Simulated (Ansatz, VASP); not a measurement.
## BAs in VASP and in Ansatz

Contents of INCAR:

```
PREC = Accurate ; ENCUT = 520
EDIFF = 1E-6 ; ISMEAR = 0
SIGMA = 0.01 ; LREAL = F
LASPH = T ; NELM = 80
ALGO = Fast ; ISIF = 2
LWAVE = F ; LCHARG = T
GGA = PS ; LELF = T
LVHAR = T ; NBANDS = 11
```

File KPOINTS:

```
regular mesh
0
Gamma
  6 6 6
```

File POSCAR:

```
BAs
1.0
    0.0000000000      2.4505665292      2.4505665292
    2.4505665292      0.0000000000      2.4505665292
    2.4505665292      2.4505665292      0.0000000000
B As
1 1
Direct
    0.0000000000      0.0000000000      0.0000000000
    0.2500000000      0.2500000000      0.2500000000
```

Input for Ansatz:

```yaml
crystal:
  lattice:
    - [0.0, 2.4505665291823746, 2.4505665291823746]
    - [2.4505665291823746, 0.0, 2.4505665291823746]
    - [2.4505665291823746, 2.4505665291823746, 0.0]
  atoms:
    - { symbol: B, position: [0.0, 0.0, 0.0] }
    - { symbol: As, position: [0.25, 0.25, 0.25] }
basis:
  ecutwfc: 450.0
kpoints:
  mp_grid:
    grid: [6, 6, 6]
hamiltonian:
  xc: pbesol
  pseudopotentials:
    kind: paw
scf:
  occupations:
    method: fixed
output:
  stress: true
```

Alike in both runs: task single point; functional PBEsol; k mesh 6 × 6 × 6; no spin polarisation.

|  | VASP | Ansatz |
| --- | --- | --- |
| version | VASP 6.6.1 | Ansatz 0.2.0 |
| potentials or method | VASP PAW PBE potentials, release 64 (B, As) | plane waves, PAW |
| plane-wave cutoff (eV) | 520 | 450 |
| occupations | gaussian, width 0.01 eV | fixed |
| valence electrons in the cell | 8 | 18 |

|  | VASP | Ansatz | Ansatz less VASP |
| --- | --- | --- | --- |
| pressure (GPa) | -9.2 | -9.8 | -0.60 |

The two sets of potentials don't hold the same shells in valence.

Caveats: the PAW data sets were made with another functional, which shifts forces and pressure a little (VASP). A k mesh can miss the band edges. PBEsol gaps usually lie below the measured ones, often by a third to a half.
